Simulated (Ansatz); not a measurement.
Conformers of `CCCS`, each relaxed with PBE0-D4/def2-TZVP in Ansatz. CBS adds the triple-zeta coupled-cluster correction to the MP2 limit.

Not all of them had a frequency check.

Conformer A:

Z-matrix (Å, degrees):
```
C
C 1 1.517
H 1 1.094 2 111.2
H 1 1.092 2 111.2 3 -120.5
H 1 1.092 2 111.1 3 119.9
C 2 1.519 1 113.9 3 56.5
H 2 1.097 1 109.5 3 -64.0
H 2 1.094 1 109.9 3 179.1
S 6 1.814 2 115.3 1 66.1
H 6 1.092 2 110.3 1 -176.7
H 6 1.093 2 111.2 1 -58.3
H 9 1.342 6 97.6 2 -72.0
```

Conformer B:

Cartesian coordinates in Å:
```
C -0.081 -0.406 1.575
C 0.034 -0.678 0.085
C 0.013 0.603 -0.729
S 0.154 0.193 -2.493
H -0.065 -1.335 2.148
H -1.013 0.114 1.811
H 0.745 0.217 1.928
H 0.960 -1.223 -0.126
H -0.787 -1.325 -0.242
H 0.846 1.247 -0.440
H -0.919 1.144 -0.557
H 0.113 1.450 -2.961
```

(1) Which is lowest in electronic energy at CCSD(T)/CBS (frozen core, def2 sets), and by how much? (Best estimate.)

(2) Give the energies relative to A (kJ/mol) with r2SCAN-D4/def2-TZVPP, ωB97X-V/def2-TZVPP, PBE/def2-TZVPP, r2SCAN/def2-TZVPP, HF/def2-TZVPP, HF/def2-QZVPP, MP2/def2-QZVPP. (Best estimate.)

Answers

(1) The calculation gave: A; B lies 1.8 kJ/mol higher. Gaps under about 2 kJ/mol don't settle the order.

(2) Computed: 
| level | B |
| --- | --- |
| r2SCAN-D4/def2-TZVPP | 2.5 |
| ωB97X-V/def2-TZVPP | 2.0 |
| PBE/def2-TZVPP | 2.0 |
| r2SCAN/def2-TZVPP | 2.2 |
| HF/def2-TZVPP | -1.6 |
| HF/def2-QZVPP | -1.7 |
| MP2/def2-QZVPP | 2.0 |
